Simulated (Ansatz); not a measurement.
# BaTe (Fm-3m): how far a G0W0 gap depends on its settings

Aim: test how the G0W0 gap of BaTe (rocksalt) moves with the number of bands, the screening cutoff and the other choices.

Program: Ansatz 0.2.0. G0W0, plane waves. Calculated at 0 K for a non-magnetic cell.

### Step 1. The system as given

The cell was relaxed beforehand with r2SCAN.

Space group Fm-3m (No. 225), cubic; conventional cell a = 7.065 Å, 44.08 Å³ an atom. Near Ba stand 6 Te at 3.53 Å; near Te stand 6 Ba at 3.53 Å.

Coordinates:

Space group Fm-3m (No. 225). a = 7.065 Å, b = 7.065 Å, c = 7.065 Å, α = 90.00°, β = 90.00°, γ = 90.00°
```
atom  site  symmetry       x       y       z
  Ba    4a      m-3m  0.0000  0.0000  0.0000
  Te    4b      m-3m  0.5000  0.0000  0.0000
```

### Step 2. 143 empty bands, 80 eV

File input.yaml:

```yaml
crystal:
  lattice:
    - [0.0, 3.5323868249, 3.5323868249]
    - [3.5323868249, 0.0, 3.5323868249]
    - [3.5323868249, 3.5323868249, 0.0]
  atoms:
    - { symbol: Ba, position: [0.0, 0.0, 0.0] }
    - { symbol: Te, position: [0.5, 0.5, 0.5] }
kpoints:
  mp_grid: { grid: [4, 4, 4] }
hamiltonian:
  xc: pbe
scf:
  occupations: { method: fixed }
gw:
  n_empty_bands: 143
  ecut_chi: 80
  qp_bands: [v2, c2]
  qp_kpoints: band_edges
  screening: { model: contour_deformation }
```

Run with:

```
$ ansatz run input.yaml --threads 2 --pin off --max-ram 3686MiB --backend cpu --events-out ev --progress --plain --runs-dir out
```

### Step 3. 331 empty bands, 140 eV

input.yaml: that of step 2 with these lines changed.

```diff
@@ -15,4 +15,4 @@
 gw:
-  n_empty_bands: 143
-  ecut_chi: 80
+  n_empty_bands: 331
+  ecut_chi: 140
   qp_bands: [v2, c2]
```

### Step 4. 609 empty bands, 210 eV

input.yaml: that of step 3 with these lines changed.

```diff
@@ -15,4 +15,4 @@
 gw:
-  n_empty_bands: 331
-  ecut_chi: 140
+  n_empty_bands: 609
+  ecut_chi: 210
   qp_bands: [v2, c2]
```

### Step 5. Starting from HSE06

input.yaml: that of step 4 with these lines changed.

```diff
@@ -11,3 +11,3 @@
 hamiltonian:
-  xc: pbe
+  xc: hse06
 scf:
@@ -15,4 +15,4 @@
 gw:
-  n_empty_bands: 609
-  ecut_chi: 210
+  n_empty_bands: 331
+  ecut_chi: 140
   qp_bands: [v2, c2]
```

### Step 6. Starting from LDA

input.yaml: that of step 5 with these lines changed.

```diff
@@ -11,3 +11,3 @@
 hamiltonian:
-  xc: hse06
+  xc: lda
 scf:
```

### Step 7. Starting from r2SCAN

input.yaml: that of step 6 with these lines changed.

```diff
@@ -11,3 +11,3 @@
 hamiltonian:
-  xc: lda
+  xc: r2scan
 scf:
```

### Step 8. A plasmon pole in place of the full frequency dependence

input.yaml: that of step 7 with these lines changed.

```diff
@@ -11,3 +11,3 @@
 hamiltonian:
-  xc: r2scan
+  xc: pbe
 scf:
@@ -19,2 +19,2 @@
   qp_kpoints: band_edges
-  screening: { model: contour_deformation }
+  screening: { model: godby_needs }
```

### Step 9. A finer mesh, 6×6×6

input.yaml: that of step 8 with these lines changed.

```diff
@@ -9,3 +9,3 @@
 kpoints:
-  mp_grid: { grid: [4, 4, 4] }
+  mp_grid: { grid: [6, 6, 6] }
 hamiltonian:
@@ -15,6 +15,6 @@
 gw:
-  n_empty_bands: 331
-  ecut_chi: 140
+  n_empty_bands: 143
+  ecut_chi: 80
   qp_bands: [v2, c2]
   qp_kpoints: band_edges
-  screening: { model: godby_needs }
+  screening: { model: contour_deformation }
```

### Step 10. Norm-conserving pseudopotentials

input.yaml: that of step 9 with these lines changed.

```diff
@@ -9,5 +9,6 @@
 kpoints:
-  mp_grid: { grid: [6, 6, 6] }
+  mp_grid: { grid: [4, 4, 4] }
 hamiltonian:
   xc: pbe
+  pseudopotentials: { kind: nc }
 scf:
@@ -15,4 +16,4 @@
 gw:
-  n_empty_bands: 143
-  ecut_chi: 80
+  n_empty_bands: 331
+  ecut_chi: 140
   qp_bands: [v2, c2]
```

Q: Predict the outcome of this session. Wanted: for each run, start; potentials; frequencies; empty bands; cutoff; Kohn-Sham gap; G0W0 gap.

**Answer**, as computed:

| start | potentials | frequencies | empty bands | cutoff (eV) | mesh | Kohn-Sham gap (eV) | G0W0 gap (eV) |
| --- | --- | --- | --- | --- | --- | --- | --- |
| PBE | PAW | full | 143 | 80 | 4×4×4 | 1.65 | 2.55 |
| PBE | PAW | full | 331 | 140 | 4×4×4 | 1.65 | 2.67 |
| PBE | PAW | full | 609 | 210 | 4×4×4 | 1.65 | 2.72 |
| HSE06 | PAW | full | 331 | 140 | 4×4×4 | 2.35 | 3.03 |
| LDA | PAW | full | 331 | 140 | 4×4×4 | 1.53 | 2.59 |
| r2SCAN | PAW | full | 331 | 140 | 4×4×4 | 2.00 | 2.90 |
| PBE | PAW | pole | 331 | 140 | 4×4×4 | 1.65 | 2.63 |
| PBE | PAW | full | 143 | 80 | 6×6×6 | 1.65 | 2.57 |
| PBE | NC | full | 331 | 140 | 4×4×4 | 1.65 | 2.66 |

Gaps are those on each run's own mesh.

With bands and cutoff raised together, from 143 bands at 80 eV to 609 at 210 eV, the gap moves by +0.17 eV, and on the last rung by +0.05 eV; extrapolated in 1/N from the last two rungs, the limit on this k mesh would lie near 2.8 eV. The starting point matters: against PBE, HSE06 gives +0.36 eV, LDA gives -0.09 eV, r2SCAN gives +0.22 eV. The plasmon pole changes the gap by -0.044 eV. Norm-conserving potentials change it by -0.018 eV. On the finer mesh the quasiparticle shift is +0.91 eV, against +0.90 eV on the coarse one. Spin-orbit coupling is left out.
